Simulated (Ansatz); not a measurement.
# Si3N4: the cost of one run

Method: DFT, PBE, plane-wave PAW, default files, scalar-relativistic, as far as a step names no other, in Ansatz 0.2.0.

**1. The starting structure**

Symmetry: I-43d, No. 220, cubic system. The conventional cell has a = 6.488 Å, b = 6.488 Å, c = 6.488 Å, α = 90.00°, β = 90.00°, γ = 90.00°. Around Si (site symmetry -4) lie 4 N at 1.76 Å. Around N (site symmetry 3) lie 3 Si at 1.76 Å.

Coordinates:

```
CELL_PARAMETERS angstrom
-3.24415 3.24415 3.24415
3.24415 -3.24415 3.24415
3.24415 3.24415 -3.24415
ATOMIC_POSITIONS crystal
Si 0.37500 0.25000 0.62500
Si 0.62500 0.37500 0.25000
Si 0.87500 0.12500 0.75000
Si 0.25000 0.62500 0.37500
Si 0.75000 0.87500 0.12500
Si 0.12500 0.75000 0.87500
N 0.50000 0.00000 0.06275
N 0.56275 0.50000 0.00000
N 0.93725 0.93725 0.93725
N 0.00000 0.56275 0.50000
N 0.43725 0.43725 0.43725
N 0.00000 0.06275 0.50000
N 0.50000 0.00000 0.56275
N 0.06275 0.50000 0.00000
```

**2. First run, atoms as given**

input.yaml reads:

```yaml
crystal:
  lattice:
    - [-3.244147, 3.244147, 3.244147]
    - [3.244147, -3.244147, 3.244147]
    - [3.244147, 3.244147, -3.244147]
  atoms:
    - { symbol: Si, position: [0.375, 0.25, 0.625] }
    - { symbol: Si, position: [0.625, 0.375, 0.25] }
    - { symbol: Si, position: [0.875, 0.125, 0.75] }
    - { symbol: Si, position: [0.25, 0.625, 0.375] }
    - { symbol: Si, position: [0.75, 0.875, 0.125] }
    - { symbol: Si, position: [0.125, 0.75, 0.875] }
    - { symbol: "N", position: [0.5, 0.0, 0.06275] }
    - { symbol: "N", position: [0.56275, 0.5, 0.0] }
    - { symbol: "N", position: [0.93725, 0.93725, 0.93725] }
    - { symbol: "N", position: [0.0, 0.56275, 0.5] }
    - { symbol: "N", position: [0.43725, 0.43725, 0.43725] }
    - { symbol: "N", position: [0.0, 0.06275, 0.5] }
    - { symbol: "N", position: [0.5, 0.0, 0.56275] }
    - { symbol: "N", position: [0.06275, 0.5, 0.0] }
kpoints:
  mp_grid: { grid: [6, 6, 6] }
scf:
  occupations: { method: fermi_dirac, width: 0.02 }
hamiltonian:
  xc: pbe
  pseudopotentials: { kind: paw }
output:
  forces: true
  stress: true
  populations: true
  efg:
    quadrupole_moments_barn: { "N": 0.02044 }
    contact_densities: true
```

The run is started by

```console
$ ansatz run input.yaml --threads 1 --pin off --max-ram 2560MiB --backend cpu --events-out ev --progress --plain --runs-dir out
```

Q: Estimate wall time and peak memory on 1 thread of Arm Neoverse V1, shared host.

About 13 s, with a peak of 0.38 GiB.
